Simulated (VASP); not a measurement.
# AlGa3N4 (Pm) in VASP: notebook

One crystal, AlGa3N4, is run at these levels: PBEsol; tasks: single point.

All numbers are computed with VASP 6.6.1; they aren't measurements. Logs are shortened: lines on timing, memory, paths and dates and some standing lists are left out, and cuts for length are marked.

### Step 1. The structure

Symmetry: Pm, No. 6, monoclinic system. The conventional cell has a = 5.146 Å, b = 3.167 Å, c = 5.484 Å, α = 90.00°, β = 90.04°, γ = 90.00°. Al (site symmetry m) is surrounded by 4 N at 1.89 to 1.90 Å. Ga (site symmetry m) is surrounded by 4 N at 1.94 to 1.96 Å. Ga (site symmetry m) is surrounded by 4 N at 1.94 to 1.97 Å. Ga (site symmetry m) has 4 N at 1.95 to 1.96 Å as nearest neighbours. N (site symmetry m) has 1 Al at 1.89 Å and 3 Ga at 1.95 to 1.96 Å as nearest neighbours. N (site symmetry m) has 2 Al at 1.90 Å and 2 Ga at 1.96 to 1.97 Å as nearest neighbours. Around N (site symmetry m) lie 4 Ga at 1.94 to 1.95 Å. Around N (site symmetry m) lie 1 Al at 1.89 Å and 3 Ga at 1.95 Å.

The cell comes from a database or a generator and needn't be the stable form of this composition.

### Step 2. Single point, PBEsol

The input, INCAR:

```
PREC     = Accurate       # precision mode
ENCUT    = 520            # plane-wave cutoff, eV
EDIFF    = 1E-7           # SCF threshold, eV
ISMEAR   = 0              # smearing method
SIGMA    = 0.1            # smearing width, eV
LREAL    = F              # projectors in reciprocal space
LASPH    = T              # aspherical terms in the spheres
NELM     = 100            # most SCF steps
ALGO     = Fast           # electronic algorithm
ISIF     = 2              # what is computed and relaxed
LWAVE    = F              # write WAVECAR
LCHARG   = F              # write CHGCAR
GGA      = PS             # functional
NBANDS   = 41             # bands
```

The input, KPOINTS:

```
Automatic mesh
0
Gamma
  4 6 4
```

The input, POSCAR:

```
AlGa3N4
1.0
    5.1455897724      0.0000000000      0.0000000000
    0.0000000000      3.1670776200      0.0000000000
   -0.0037175149      0.0000000000      5.4836534091
Al Ga N
1 3 4
Direct
    0.0005010800      0.5000000000      0.6673044000
    0.4991393100      0.5000000000      0.3351465300
    0.4991348800      0.0000000000      0.8313261600
    0.9999082200      0.0000000000      0.1662408900
    0.1192384400      0.5000000000      0.3412971500
    0.1168290500      0.0000000000      0.8252645200
    0.6202470100      0.0000000000      0.1661509300
    0.6326020200      0.5000000000      0.6672704200
```

Potentials or basis: VASP PAW PBE potentials, release 64 (Al, Ga_d, N).

Run with:

```console
cat potpaw_PBE.64/Al/POTCAR potpaw_PBE.64/Ga_d/POTCAR potpaw_PBE.64/N/POTCAR > POTCAR
mpirun -np 1 vasp_std > vasp.out
```

OUTCAR:

```text
PREC = Accurate
   ENCUT = 520
   EDIFF = 1E-7
   ISMEAR = 0
   LREAL = F
   LASPH = T
   NELM = 100
   ISIF = 2
   GGA = PS

 ion  position               nearest neighbor table
   1  0.001  0.500  0.667-   5 1.89   8 1.89   6 1.90   6 1.90
   2  0.499  0.500  0.335-   7 1.94   7 1.94   8 1.95   5 1.96
   3  0.499  0.000  0.831-   7 1.94   8 1.95   8 1.95   6 1.97
   4  1.000  0.000  0.166-   5 1.95   5 1.95   7 1.95   6 1.96
   5  0.119  0.500  0.341-   1 1.89   4 1.95   4 1.95   2 1.96
   6  0.117  0.000  0.825-   1 1.90   1 1.90   4 1.96   3 1.97
   7  0.620  0.000  0.166-   2 1.94   2 1.94   3 1.94   4 1.95
   8  0.633  0.500  0.667-   1 1.89   2 1.95   3 1.95   3 1.95

  LATTYP: Found a simple monoclinic cell.
 ALAT       =     5.1455897724
 B/A-ratio  =     0.6154936091
 C/A-ratio  =     1.0656999317
 COS(beta)  =    -0.0006779265

  Lattice vectors:

 A1 = (   5.1455897724,   0.0000000000,   0.0000000000)
 A2 = (   0.0000000000,   3.1670776200,   0.0000000000)
 A3 = (  -0.0037175149,   0.0000000000,   5.4836534091)

Analysis of symmetry for initial positions (statically):
=====================================================================
 Subroutine PRICEL returns:
 Original cell was already a primitive cell.

 Routine SETGRP: Setting up the symmetry group for a
 simple monoclinic supercell.

 Subroutine GETGRP returns: Found  2 space group operations
 (whereof  2 operations were pure point group operations)
 out of a pool of  4 trial point group operations.

The static configuration has the point symmetry C_1h.

Analysis of symmetry for dynamics (positions and initial velocities):
=====================================================================
 Subroutine PRICEL returns:
 Original cell was already a primitive cell.

 Routine SETGRP: Setting up the symmetry group for a
 simple monoclinic supercell.

 Subroutine GETGRP returns: Found  2 space group operations
 (whereof  2 operations were pure point group operations)
 out of a pool of  4 trial point group operations.

The dynamic configuration has the point symmetry C_1h.

 Subroutine INISYM returns: Found  2 space group operations
 (whereof  2 operations are pure point group operations),
 and found     1 'primitive' translations

----------------------------------------------------------------------------------------

                                     Primitive cell

  volume of cell :      89.3643

  direct lattice vectors                    reciprocal lattice vectors
     5.145589772  0.000000000  0.000000000     0.194341182  0.000000000  0.000131749
     0.000000000  3.167077620  0.000000000     0.000000000  0.315748498  0.000000000
    -0.003717515  0.000000000  5.483653409     0.000000000  0.000000000  0.182360176

  length of vectors
     5.145589772  3.167077620  5.483654669     0.194341227  0.315748498  0.182360176

  position of ions in fractional coordinates (direct lattice)
     0.000501080  0.500000000  0.667304400
     0.499139310  0.500000000  0.335146530
     0.499134880  0.000000000  0.831326160
     0.999908220  0.000000000  0.166240890
     0.119238440  0.500000000  0.341297150
     0.116829050  0.000000000  0.825264520
     0.620247010  0.000000000  0.166150930
     0.632602020  0.500000000  0.667270420

  ion indices of the primitive-cell ions
   primitive index   ion index
                 1           1
                 2           2
                 3           3
                 4           4
                 5           5
                 6           6
                 7           7
                 8           8

----------------------------------------------------------------------------------------

 KPOINTS: Automatic mesh

Automatic generation of k-mesh.
 Grid dimensions read from file:
 generate k-points for:    4    6    4

 Generating k-lattice:

  Cartesian coordinates                     Fractional coordinates (reciprocal lattice)
     0.048585296  0.000000000  0.000032937     0.250000000  0.000000000 -0.000000000
     0.000000000  0.052624750  0.000000000     0.000000000  0.166666667  0.000000000
     0.000000000  0.000000000  0.045590044     0.000000000  0.000000000  0.250000000

  Length of vectors
     0.048585307  0.052624750  0.045590044

  Shift w.r.t. Gamma in fractional coordinates (k-lattice)
     0.000000000  0.000000000  0.000000000

 Subroutine IBZKPT returns following result:
 ===========================================

 Found     40 irreducible k-points:

 Following reciprocal coordinates:
            Coordinates               Weight
  0.000000  0.000000  0.000000      1.000000
  0.250000  0.000000 -0.000000      2.000000
  0.500000  0.000000 -0.000000      1.000000
  0.000000  0.166667  0.000000      2.000000
  0.250000  0.166667 -0.000000      4.000000
  0.500000  0.166667 -0.000000      2.000000
[... 16 lines left out ...]
  0.500000  0.333333  0.250000      4.000000
 -0.250000  0.333333  0.250000      4.000000
 [... further k-points ...]
   k-points           NKPTS =     40   k-points in BZ     NKDIM =     40   number of bands    NBANDS=     41
   number of dos      NEDOS =    301   number of ions     NIONS =      8
   total plane-waves  NPLWV =  40320
   dimension x,y,z NGX =    40 NGY =   24 NGZ =   42
   dimension x,y,z NGXF=    80 NGYF=   48 NGZF=   84
   ions per type =               1   3   4
   NGX,Y,Z   is equivalent  to a cutoff of  12.92, 12.60, 12.73 a.u.
   NGXF,Y,Z  is equivalent  to a cutoff of  25.85, 25.20, 25.47 a.u.
 SYSTEM =  unknown system
   PREC   = accura    normal or accurate (medium, high low for compatibility)
   ISTART =      0    job   : 0-new  1-cont  2-samecut
   ICHARG =      2    charge: 1-file 2-atom 10-const
   ISPIN  =      1    spin polarized calculation?
   LNONCOLLINEAR =      F non collinear calculations
   LSORBIT =      F    spin-orbit coupling
   LASPH  =      T    aspherical Exc in radial PAW
   ENCUT  =  520.0 eV  38.22 Ry    6.18 a.u.   9.57  5.89 10.20*2*pi/ulx,y,z
   NELM   =    100;   NELMIN=  2; NELMDL= -5     # of ELM steps
   EDIFF  = 0.1E-06   stopping-criterion for ELM
   LREAL  =      F    real-space projection
   EDIFFG = 0.1E-05   stopping-criterion for IOM
   NSW    =      0    number of steps for IOM
   IBRION =     -1    ionic relax: 0-MD 1-quasi-New 2-CG
   NFREE  =      0    steps in history (QN), initial steepest desc. (CG)
   ISIF   =      2    stress and relaxation
   ISYM   =      2    0-nonsym 1-usesym 2-fastsym
   POTIM  = 0.5000    time-step for ionic-motion
   TEBEG  =    0.0;   TEEND  =   0.0 temperature during run
   PSTRESS=    0.0 pullay stress
   NELECT =      62.0000    total number of electrons
   NUPDOWN=      -1.0000    fix difference up-down
   EMIN   =  10.00;   EMAX   =-10.00  energy-range for DOS
   EFERMI =   0.00;   METHOD = LEGACY
   ISMEAR =     0;   SIGMA  =   0.10  broadening in eV -4-tet -1-fermi 0-gaus
   EFERMI_NEDOS =   21; number of points for ismear=-14 and -15
   IALGO  =     68    algorithm
   IMIX   =      4    mixing-type and parameters
     AMIX     =   0.40;   BMIX     =  1.00
     AMIX_MAG =   1.60;   BMIX_MAG =  1.00
  volume/ion in A,a.u.               =      11.17        75.38
  Fermi-wavevector in a.u.,A,eV,Ry     =   1.449275  2.738732 28.577646  2.100398
  Thomas-Fermi vector in A             =   2.567020
   LORBIT       =      0    0 simple, 1 ext, 2 COOP (PROOUT), +10 PAW based schemes
   GGA     = PS    functional components
   LHFCALC =     F    Hartree Fock is set to
   AEXX    =    0.0000 exact exchange contribution
   IVDW    =     0    specifies the selected vdW correction
   LEPSILON=     F    determine dielectric tensor
   LRPA    =     F    only Hartree local field effects (RPA)
 non-spin polarized calculation
 RMM-DIIS sequential band-by-band and
 Gauss-broadening in eV      SIGMA  =   0.10
  energy-cutoff  :      520.00
  volume of cell :       89.36
 maximum number of plane-waves:      2432
 NGX is ok and might be reduce to    40
   NGX = 19   NGY = 11   NGZ = 21

 number of electron      61.9999980 magnetization

 Free energy of the ion-electron system (eV)
  ---------------------------------------------------
  ext. energy  EPLUGINS =         0.00000000
  ---------------------------------------------------
  free energy    TOTEN  =       -55.02145893 eV

  energy without entropy =      -55.02145893  energy(sigma->0) =      -55.02145893

 E-fermi :   5.8206     XC(G=0): -11.7235

 val. band max:        5.4034639506   @ k =   0.0000   0.0000   0.0000
 cond. band min:       7.7621854719   @ k =   0.0000   0.0000   0.0000
 fundamental gap:      2.3587215212
 Fermi energy:         5.8206472098

 k-point     1 :       0.0000    0.0000    0.0000
  band No.  band energies     occupation
      1     -10.3970      2.00000
      2      -9.4459      2.00000
      3      -9.2403      2.00000
      4      -8.9679      2.00000
      5      -7.8284      2.00000
      6      -7.8272      2.00000
[... 33 lines left out ...]
     40      15.6521      0.00000
     41      15.8666      0.00000

 k-point     2 :       0.2500    0.0000   -0.0000
  band No.  band energies     occupation
      1     -10.2095      2.00000
      2      -9.4687      2.00000
      3      -9.2575      2.00000
      4      -8.9675      2.00000
      5      -7.8238      2.00000
      6      -7.8220      2.00000
[... 33 lines left out ...]
     40      15.6141      0.00000
     41      15.9059      0.00000

 k-point     3 :       0.5000    0.0000   -0.0000
  band No.  band energies     occupation
      1      -9.8621      2.00000
      2      -9.6636      2.00000
      3      -9.2643      2.00000
      4      -8.9598      2.00000
      5      -7.8264      2.00000
      6      -7.8198      2.00000
[... 33 lines left out ...]
     40      15.3904      0.00000
     41      15.8850      0.00000

 k-point     4 :       0.0000    0.1667    0.0000
  band No.  band energies     occupation
      1     -10.1841      2.00000
      2      -9.3997      2.00000
      3      -9.1934      2.00000
      4      -8.9479      2.00000
      5      -7.8163      2.00000
      6      -7.7943      2.00000
[... 825 lines left out ...]
     40      14.9764      0.00000
     41      15.2146      0.00000

 k-point    23 :       0.5000    0.3333    0.2500
  band No.  band energies     occupation
      1      -9.4619      2.00000
      2      -9.2800      2.00000
      3      -9.1748      2.00000
      4      -8.8367      2.00000
      5      -7.7859      2.00000
      6      -7.7583      2.00000
[... 33 lines left out ...]
     40      14.6044      0.00000
     41      15.2544      0.00000

 k-point    24 :      -0.2500    0.3333    0.2500
  band No.  band energies     occupation
      1      -9.5650      2.00000
      2      -9.3333      2.00000
      3      -9.1324      2.00000
      4      -8.8709      2.00000
      5      -7.7802      2.00000
      6      -7.7640      2.00000
[... 33 lines left out ...]
     40      15.0177      0.00000
     41      15.2743      0.00000

 [... further k-points ...]
[... 5 lines left out ...]
  --------------------------------------------------------------------------------------
  -------------------------------------------------------------------------------------
  Total       -0.2972538     -0.3253688     -0.3838933      0.0000000      0.0000000     -0.0149357
  in kB       -5.3293478     -5.8334119     -6.8826740      0.0000000      0.0000000     -0.2677756
  external PRESSURE =      -6.0151446 kB  Pullay stress =       0.0000000 kB

 VOLUME and BASIS-vectors are now :
 -----------------------------------------------------------------------------
  energy-cutoff  :      520.00
  volume of cell :       89.36
      direct lattice vectors                 reciprocal lattice vectors
     5.145589772  0.000000000  0.000000000     0.194341182  0.000000000  0.000131749
     0.000000000  3.167077620  0.000000000     0.000000000  0.315748498  0.000000000
    -0.003717515  0.000000000  5.483653409     0.000000000  0.000000000  0.182360176

 POSITION                                       TOTAL-FORCE (eV/Angst)
 -----------------------------------------------------------------------------------
      0.00010      1.58354      3.65927         0.020074      0.000000      0.021952
      2.56712      1.58354      1.83783        -0.000673      0.000000      0.005999
      2.56525      0.00000      4.55870        -0.001469      0.000000     -0.005545
      5.14450      0.00000      0.91161        -0.002045      0.000000     -0.006163
      0.61228      1.58354      1.87156         0.057230      0.000000     -0.156108
      0.59809      0.00000      4.52546         0.102892      0.000000      0.139679
      3.19092      0.00000      0.91111        -0.006670      0.000000     -0.002992
      3.25263      1.58354      3.65908        -0.169339      0.000000      0.003179
 -----------------------------------------------------------------------------------
    total drift:                               -0.000716      0.000000     -0.000169

  FREE ENERGIE OF THE ION-ELECTRON SYSTEM (eV)
  ---------------------------------------------------
  free  energy   TOTEN  =       -55.0214589346 eV

  energy  without entropy=      -55.0214589346  energy(sigma->0) =      -55.02145893
```

Run time: 2.3 min. Hardware: 1 thread of Intel Xeon Platinum 8488C (Sapphire Rapids), shared host; peak memory 0.26 GiB.

Results:

- Free energy: -55.0215 eV
- Pressure: -0.6 GPa
- Largest force: 0.173 eV/Å
- Band gap on the k mesh: 2.36 eV, direct

Forces in eV/Å, atoms in the order of the input:
```
Al   0.020  0.000  0.022
Ga  -0.001  0.000  0.006
Ga  -0.001  0.000 -0.006
Ga  -0.002  0.000 -0.006
N    0.057  0.000 -0.156
N    0.103  0.000  0.140
N   -0.007  0.000 -0.003
N   -0.169  0.000  0.003
```

Stress tensor (GPa, compression positive):
```
-0.53  0.00 -0.03
 0.00 -0.58  0.00
-0.03  0.00 -0.69
```

Caveat: the PAW data sets were made with another functional, which shifts forces and pressure a little.

### Step 3. Single point, PBEsol

This run uses another cell than the first one, of 11.15 Å³/atom, 0.998 times its volume.

The input, INCAR:

```
ALGO = Fast
EDIFF = 1E-6
ENCUT = 520
GGA = PS
ISIF = 2
ISMEAR = 0
LASPH = T
LCHARG = T
LELF = T
LREAL = F
LVHAR = T
LWAVE = F
NBANDS = 41
NELM = 100
PREC = Accurate
SIGMA = 0.02
```

The input, KPOINTS:

```
k-points
0
Gamma
  6 8 6
```

The input, POSCAR:

```
AlGa3N4
1.0
    5.1423511994      0.0000000000      0.0001215027
    0.0000000000      3.1649848006      0.0000000000
   -0.0035856898      0.0000000000      5.4784941377
Al Ga N
1 3 4
Direct
    0.0006034227      0.5000000000      0.6673576245
    0.4991167030      0.5000000000      0.3349195796
    0.4990273845      0.0000000000      0.8315570005
    0.9998617813      0.0000000000      0.1661805284
    0.1196687538      0.5000000000      0.3400974154
    0.1176459792      0.0000000000      0.8263760592
    0.6204436392      0.0000000000      0.1662162869
    0.6312323464      0.5000000000      0.6672965055
```

Potentials or basis: VASP PAW PBE potentials, release 64 (Al, Ga_d, N).

Run with:

```console
cat potpaw_PBE.64/Al/POTCAR potpaw_PBE.64/Ga_d/POTCAR potpaw_PBE.64/N/POTCAR > POTCAR
mpirun -np 1 vasp_std > vasp.out
```

Run time: 2.8 min. Hardware: 1 thread of Intel Xeon 6975P-C (Granite Rapids), shared host; peak memory 0.4 GiB.

The run converged. Its results:

- Free energy: -55.0264 eV
- Pressure: -0.2 GPa
- Largest force: 0.014 eV/Å
- Band gap on the k mesh: 2.38 eV, direct

Forces on the atoms (eV/Å):
```
Al   0.003  0.000  0.001
Ga   0.005  0.000  0.000
Ga   0.008  0.000  0.001
Ga  -0.008  0.000  0.003
N    0.004  0.000 -0.009
N    0.003  0.000  0.006
N    0.000  0.000 -0.001
N   -0.014  0.000 -0.002
```

Levels at points of the mesh, in eV from the valence-band top:
| k point | band 29 | band 30 | band 31 | band 32 | band 33 | band 34 |
| --- | --- | --- | --- | --- | --- | --- |
| (0.00, 0.00, 0.00) | -0.09 | -0.03 | 0.00 | 2.38 | 4.62 | 5.17 |
| (0.50, 0.00, 0.00) | -0.67 | -0.36 | -0.36 | 4.40 | 4.48 | 4.58 |
| (0.00, 0.50, 0.00) | -2.06 | -1.84 | -1.80 | 5.56 | 5.59 | 6.88 |
| (0.50, 0.50, 0.00) | -1.47 | -1.44 | -1.42 | 5.71 | 5.88 | 5.97 |
| (0.00, 0.00, 0.50) | -0.61 | -0.58 | -0.34 | 4.57 | 4.73 | 6.11 |
| (0.50, 0.00, 0.50) | -1.18 | -1.14 | -1.10 | 5.32 | 5.38 | 5.46 |
| (0.00, 0.50, 0.50) | -2.15 | -0.98 | -0.87 | 4.83 | 5.16 | 5.61 |
| (0.50, 0.50, 0.50) | -1.74 | -1.66 | -1.64 | 4.32 | 4.40 | 4.47 |

Caveat: the PAW data sets were made with another functional, which shifts forces and pressure a little.
